# Boron phosphide: does the dielectric constant follow the functional or the program?

In boron phosphide each atom has four neighbours of the other kind, and eight valence electrons per pair of atoms fill the bonds. An electric field pulls these electrons slightly aside while the nuclei stay where they are. The dielectric constant in the table measures this electronic part of the response, averaged over the three directions. Its square root is the refractive index for light too fast for the nuclei to follow and far too low in energy to excite electrons across the gap.

The table gives this number for one and the same crystal cell, with three density functionals and three programs. Two questions are mixed in it: what a change of functional does, and what a change of program with its own potentials, basis and mesh does.

Boron phosphide (F-43m, 2-atom cell) at one fixed geometry, computed by Kohn-Sham DFT without spin polarisation in Ansatz, Quantum ESPRESSO and ABINIT. The basis column gives the plane-wave cutoff, and smearing applies to the ground state only. The dielectric mean is the electronic dielectric constant with clamped nuclei, averaged over the three directions.

| method | rung | program | potentials | basis | k mesh | smearing | dielectric mean |
| --- | --- | --- | --- | --- | --- | --- | --- |
| LDA | LDA | Ansatz | Ansatz PAW | 420 eV | 7x7x7 2-atom cell | fixed 0eV | 9.201 |
| PBE | GGA | Quantum ESPRESSO | PseudoDojo 0.4.1 SR PBE standard | 1034 eV | 8x8x8 2-atom cell | Fermi Dirac 0.05eV | 9.118 |
| PBE | GGA | Ansatz | Ansatz PAW | 420 eV | 7x7x7 2-atom cell | fixed 0eV | 9.160 |
| PBE | GGA | ABINIT | SG15 NC PBE v1.2 | 925 eV | 4x4x4 2-atom cell | fixed 0eV | 9.253 |
| PBEsol | GGA | Quantum ESPRESSO | PseudoDojo 0.4.1 SR PBEsol standard | 1034 eV | 8x8x8 2-atom cell | Fermi Dirac 0.05eV | 9.269 |
| PBEsol | GGA | ABINIT | PseudoDojo NC SR PBEsol v0.4 stringent | 925 eV | 4x4x4 2-atom cell | fixed 0eV | 9.445 |
| PBEsol | GGA | Ansatz | Ansatz PAW | 420 eV | 7x7x7 2-atom cell | fixed 0eV | 9.314 |

## (a) Separating the functional from the rest

**Which rows show the effect of the functional alone, and in what order do they put LDA, PBE and PBEsol? Does a second program confirm it?**

**Solution.** The three Ansatz rows share their basis, k mesh and kind of potential, so only the functional changes among them. They give PBE the lowest dielectric constant, 9.160, then LDA with 9.201 and PBEsol with 9.314. The step from PBE to LDA is small, and the step from PBE to PBEsol is almost four times as large. In terms of the refractive index, the larger step is a change from about 3.03 to 3.05.

Quantum ESPRESSO offers a second test for two of the functionals. Its values lie lower than those of Ansatz, but its step from PBE to PBEsol is 0.151, against 0.154 in Ansatz. Two programs with different potentials and basis sets thus agree on the effect of this change, though not on the dielectric constant itself. The place of LDA rests on Ansatz alone, and the Ansatz runs carry a warning about the resolution of their k mesh for the field response, taken up in (c). An error shared by all three rows would largely cancel in the steps, but for the small step to LDA no second program confirms this.

These steps hold at a fixed cell. In the same Quantum ESPRESSO runs the crystal is under a slight compressive stress with PBE and a tensile one with PBEsol. If each functional were allowed to choose its own volume, PBE would therefore expand the cell and PBEsol would shrink it. The dielectric constant would then change for a second reason, which the fixed cell keeps out of the comparison.

## (b) Why a small change of the gap changes the screening

**Explain the order found in (a), and estimate the step from PBE to PBEsol from the computed gaps.**

**Solution.** A field polarises the crystal by mixing a little of the empty states into the filled ones. The smaller the energy between a filled and an empty state, the more easily they mix. A functional that brings the two sets of states closer together should therefore give a softer electron cloud and a larger dielectric constant.

The Ansatz runs bear this out in direction. The direct gap, the smallest energy between a filled and an empty state at the same k point, is 3.403 eV with PBE, 3.375 eV with LDA and 3.361 eV with PBEsol. This is the order of the dielectric constants turned round. Three rows can't establish the cause, but the mechanism is the standard one for semiconductors.

The size can be estimated with the Penn model, which replaces all transitions by a single one of energy $E$. Each valence electron then behaves like a charge on a spring whose natural frequency is $E/\hbar$. A stiffer spring means a smaller displacement in the field, and the displacement falls as $1/E^2$. Adding up the dipoles of all valence electrons gives

$$\varepsilon - 1 = \left(\frac{\hbar\omega_p}{E}\right)^2 ,$$

where $\varepsilon$ is the dielectric constant and $\hbar\omega_p$ is the plasma energy, which depends only on the density of valence electrons. Eight electrons in a cell of two atoms give $\hbar\omega_p = 21.7$ eV.

The PBE row of Ansatz fixes the remaining quantity. With $\varepsilon - 1 = 8.160$, the average transition energy is $E = 21.7/\sqrt{8.160} \approx 7.6$ eV. This is more than twice the direct gap. This suggests that much of the screening comes from transitions well above the gap, spread over the whole range of k points.

For a small change of $E$ the model becomes a simple rule:

$$\Delta\varepsilon \approx -2(\varepsilon-1)\frac{\Delta E}{E} .$$

Suppose that the average transition energy moves by as much as the direct gap. From PBE to PBEsol this is a fall of 0.042 eV, so that

$$\Delta\varepsilon \approx 2 \times 8.160 \times \frac{0.042}{7.6} \approx 0.09 .$$

The computed step is 0.154. The estimate has the right sign and the right order of magnitude, but it is about 40% too small. The PBE row served to set $E$; the PBEsol value did not enter.

The band-edge gap, from the highest filled to the lowest empty state at any k point of the mesh, falls by more, 0.111 eV. (The mesh may miss the exact band edge.) Put into the same model, it gives a step of 0.24, which is too large. The computed step to PBEsol thus lies between the two estimates. For LDA both estimates are too large: even the direct gap predicts 0.06, where the calculation gives 0.04.

These misses show where the simple picture ends. A functional doesn't shift all empty states by the same amount, and no single gap represents transitions that lie mostly at higher energy. In addition, the displaced electrons change the exchange-correlation potential that they feel, and this feedback differs from one functional to the next. The model therefore explains why a shift of a few hundredths of an electronvolt matters at the level of one percent, but it can't be trusted to rank functionals whose gaps nearly coincide.

It may seem odd that PBEsol does not lie between LDA and PBE, since its gradient corrections are weaker than those of PBE. But there are two such corrections, one in exchange and one in correlation, and they act against each other. PBEsol weakens them by different amounts, so their balance changes as well as their strength. Its gap is therefore not bound to fall between the other two.

All three functionals also share an error that these steps can't reveal. They underestimate the gaps of semiconductors, and their exchange-correlation feedback lacks the long-ranged part that could make up for it. They therefore usually overestimate the electronic screening. Close agreement among them is no measure of their distance from experiment.

## (c) Why the programs disagree

**Is the difference between programs small enough for functionals to be compared across them? What makes the ABINIT values the highest for both PBE and PBEsol?**

**Solution.** With PBE, the programs span a range of 0.135, and with PBEsol a range of 0.176. This is about as large as the step from PBE to PBEsol and several times the step from PBE to LDA. A comparison across programs can therefore reverse the order: the PBE value of ABINIT lies above the LDA value of Ansatz. Someone who picked these two rows would credit the functional with an effect that comes from the rest of the calculation.

The PBEsol rows of Quantum ESPRESSO and ABINIT are the most instructive pair, because both use potentials of the PseudoDojo family. Their total energies agree within about 3 meV per cell and their pressures within 0.1 GPa. Yet their dielectric constants differ by 1.9%, relative to the Quantum ESPRESSO value. Good agreement on the ground state is thus no guarantee of good agreement on the response to a field.

A likely reason lies in what each quantity asks of the k mesh. The total energy of an insulator is a sum over filled bands, and it settles quickly as the mesh is refined. The dielectric constant also depends on how fast the electron states change from one k point to the next, and on the energies that separate filled from empty states. These vary more sharply across the Brillouin zone, so a mesh that is good enough for the energy may still be too coarse for the response.

ABINIT has the coarsest mesh here. Its 4x4x4 mesh was used in four shifted copies, which makes $4 \times 64 = 256$ points before symmetry is used. Ansatz has $7^3 = 343$ points and Quantum ESPRESSO $8^3 = 512$. For both PBE and PBEsol, the dielectric constant falls in this same order, but potentials and basis change along with the mesh. The Ansatz runs give mixed signals about their own mesh: they mark it as converged for the field response, yet they also carry a warning about its resolution for this same response. Their place in the order may therefore come partly from the mesh, but it need not.

A second sign comes from the Born charges, which measure the force on each atom in an electric field. A neutral crystal as a whole feels no net force in a uniform field, so the charges of boron and phosphorus must add up to zero. Before correction, those of ABINIT miss this by about 0.05 e in both runs, whereas those of Quantum ESPRESSO miss it by only about 0.0001 e.

Theory links this defect to the mesh. For a simple local potential, the electronic part of the sum contains the average curvature of the filled bands; for the nonlocal potentials used here the argument is similar. Bands repeat periodically in k space, so upward and downward curvature cancel over the full zone, but a coarse mesh samples them unevenly and leaves a remainder. The coarse mesh is therefore a likely source of ABINIT's high values, though no series of meshes tests it here. The plane-wave cutoff, somewhat below the recommended one in both ABINIT runs, may add to the error, and separate repeats with a denser mesh and with a higher cutoff would tell the two apart.

Between Ansatz and Quantum ESPRESSO the disagreement is of a more harmless kind. Ansatz lies higher by 0.042 with PBE and by 0.045 with PBEsol. The smearing listed for Quantum ESPRESSO is not the cause: it applies to the ground state, where it has no noticeable effect across such a gap, and the response to the field was computed with fixed occupations. An offset that hardly depends on the functional drops out when two functionals are compared within one program, so it does little harm to the steps in (a). Its origin is not settled by these runs, since potentials, basis and k mesh all differ between the two programs.

The same reasoning can be tried on ABINIT. Adding the Ansatz step to its PBE value predicts $9.253 + 0.154 = 9.407$ for PBEsol, while the run gives 9.445. The miss is a quarter of the step itself. Here the potentials change from SG15 to PseudoDojo together with the functional, so the offset had no reason to stay the same.

For practical work, the effect of a functional should be read from runs that differ in nothing else, and the resulting difference is usually safer to compare with another program than the absolute value. Before dielectric constants from two programs are set side by side, the uncorrected Born charges deserve a look. If they fail to add up to zero by a few hundredths of an electron charge, a test of the k mesh and the cutoff comes first and the discussion of functionals second.
